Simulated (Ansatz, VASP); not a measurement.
# Fe in VASP and in Ansatz

File INCAR:

```
SYSTEM = Fe
ALGO = Normal
EDIFF = 1E-7
ENCUT = 520
ISIF = 2
ISMEAR = -1
ISPIN = 2
LASPH = .TRUE.
LCHARG = .TRUE.
LELF = .TRUE.
LMAXMIX = 4
LORBIT = 11
LREAL = .FALSE.
LVHAR = .TRUE.
LWAVE = .FALSE.
MAGMOM = 1.988
NBANDS = 14
NELM = 150
PREC = Accurate
SIGMA = 0.05
```

The input KPOINTS:

```
k-points
0
G
  16 16 16
  0 0 0
```

POSCAR

```
Fe
1.0
   -1.3745984210      1.3745984210      1.3745984210
    1.3745984210     -1.3745984210      1.3745984210
    1.3745984210      1.3745984210     -1.3745984210
Fe
1
Direct
    0.0000000000      0.0000000000      0.0000000000
```

Input for Ansatz:

```yaml
crystal:
  lattice:
    - [-1.374598421, 1.374598421, 1.374598421]
    - [1.374598421, -1.374598421, 1.374598421]
    - [1.374598421, 1.374598421, -1.374598421]
  atoms:
    - { symbol: Fe, position: [0.0, 0.0, 0.0], spin: 1.988 }
hamiltonian:
  xc: lda
  pseudopotentials:
    kind: paw
    azcp:
      Fe: "pseudopotentials/Fe.paw.azcp"
basis:
  ecutwfc: 420
  fft_grid_basis: typed
kpoints:
  mp_grid: { grid: [16, 16, 16], shift: [0, 0, 0] }
magnetization:
  spin_polarized: true
scf:
  occupations: { method: fermi_dirac, width: 0.05 }
  lower_state_search: "off"
output:
  stress: true
  write_density: true
  write_potential: true
  elf: true
  volumetric_format: npy
```

Alike in both runs: task single point; functional LDA; k mesh 16 × 16 × 16; occupations fermi-dirac, width 0.05 eV; collinear spin.

|  | VASP | Ansatz |
| --- | --- | --- |
| version | VASP 6.6.1 | Ansatz 0.2.0 |
| potentials or method | VASP PAW LDA potentials, release 64 (Fe) | plane waves (420 eV) with PAW, scalar-relativistic |
| plane-wave cutoff (eV) | 520 | 420 |
| valence electrons in the cell | 8 | 16 |

|  | VASP | Ansatz | Ansatz less VASP |
| --- | --- | --- | --- |
| pressure (GPa) | -0.9 | 0.1 | +1.01 |
| net moment per atom (μB) | 1.94 | 1.98 | +0.035 |
| size of the moment on the site where the two differ most (μB) | 1.91 | 1.97 | +0.067 |

Site moments also hang on the region over which each program counts them. The two sets of potentials don't hold the same shells in valence. Ansatz warned: «pseudo_functional_mismatch».
